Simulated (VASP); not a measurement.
TiB2:

```
Ti B
1.0
     3.02920    0.00000    0.00000
    -1.51460    2.62336    0.00000
     0.00000    0.00000    3.22840
Ti B
1 2
Direct
  0.00000 0.00000 0.00000
  0.66667 0.33333 0.50000
  0.33333 0.66667 0.50000
```

* Program: VASP 6.6.1
* Task: single point
* Functional: PBEsol
* Potentials or basis: VASP PAW PBE potentials, release 64 (Ti_sv, B)
* Cutoff: 520 eV
* k mesh: 10 × 10 × 8
* Occupations: fermi-dirac, width 0.05 eV
* Spin: no spin polarisation

On this cell: pressure -4.7 GPa; largest force under 0.003 eV/Å; band gap on the k mesh none (metal or under the smearing width).

The same run follows on a disturbed copy (atoms moved at random, drawn with an rms of 0.05 Å):

```
Ti B
1.0
     3.02920    0.00000    0.00000
    -1.51460    2.62336    0.00000
     0.00000    0.00000    3.22840
Ti B
1 2
Direct
  0.99663 0.98608 0.98473
  0.65640 0.31348 0.50274
  0.33149 0.66649 0.49409
```

Question: What does the disturbed cell give?

Answer: The energy (extrapolated to zero smearing) moves by +13.1 meV/atom; pressure -4.1 GPa; largest force 0.954 eV/Å; band gap on the k mesh none (metal or under the smearing width).

Forces in eV/Å, atoms in the order of the input:
```
Ti  -0.204  0.139  0.621
B    0.045  0.789 -0.463
B    0.159 -0.927 -0.157
```

Stress tensor (GPa, compression positive):
```
-4.60  0.06 -0.16
 0.06 -1.67  0.09
-0.16  0.09 -6.04
```

Caveats: the PAW data sets were made with another functional, which shifts forces and pressure a little.
